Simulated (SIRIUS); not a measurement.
Runs of SIRIUS 7.12.0 on Pd. Symmetry: Fm-3m, No. 225, cubic system. The conventional cell has a = 3.893 Å, b = 3.893 Å, c = 3.893 Å, α = 90.00°, β = 90.00°, γ = 90.00°. Pd (site symmetry m-3m) has 12 Pd at 2.75 Å as nearest neighbours. 

```tsv
task	level	potentials or basis	spin	cutoff (eV)	smearing	muffin tin radii	basis cutoff (gk_cutoff)	valence relativity	local orbitals (radial functions)	reference energy of the basis	V0 of scaled cells (Å³/atom)	B0 (GPa)
equation of state	LDA	all-electron FP-LAPW, apw+lo standard	off	169	fermi-dirac 0.05 eV	Pd 2.5 bohr	3.52 1/bohr	iora	Pd 13	-	(c)	236
equation of state	WC	all-electron FP-LAPW, apw+lo standard	off	169	fermi-dirac 0.05 eV	Pd 2.5 bohr	3.52 1/bohr	iora	Pd 13	-	(a)	203
equation of state	PBE	all-electron FP-LAPW, apw+lo standard	off	169	fermi-dirac 0.05 eV	Pd 2.5 bohr	3.52 1/bohr	iora	Pd 13	-	15.28	163
equation of state	PBE+D3	all-electron FP-LAPW, apw+lo standard	off	169	fermi-dirac 0.05 eV	Pd 2.5 bohr	3.52 1/bohr	iora	-	-	14.64	195
equation of state	PBE	all-electron FP-LAPW, apw+lo standard	off	169	fermi-dirac 0.05 eV	Pd 2.5 bohr	3.52 1/bohr	iora	-	-	15.28	163
equation of state	PBE+D3(BJ)	all-electron FP-LAPW, apw+lo standard	off	169	fermi-dirac 0.05 eV	Pd 2.5 bohr	3.52 1/bohr	iora	-	-	(b)	194
equation of state	AM05	all-electron FP-LAPW, apw+lo standard	off	169	fermi-dirac 0.05 eV	Pd 2.5 bohr	3.52 1/bohr	iora	Pd 13	-	14.44	207
```

Alike in all rows: cell as given; k mesh 12 × 12 × 12.

Fill in the values left out.

(a) 14.61; (b) 14.66; (c) 14.11.

Caveats: the basis cutoff falls short for Ag, Pd and Pb here, so volumes come out up to a per cent or two small and moduli rough.

Not every run made on this cell is shown here.
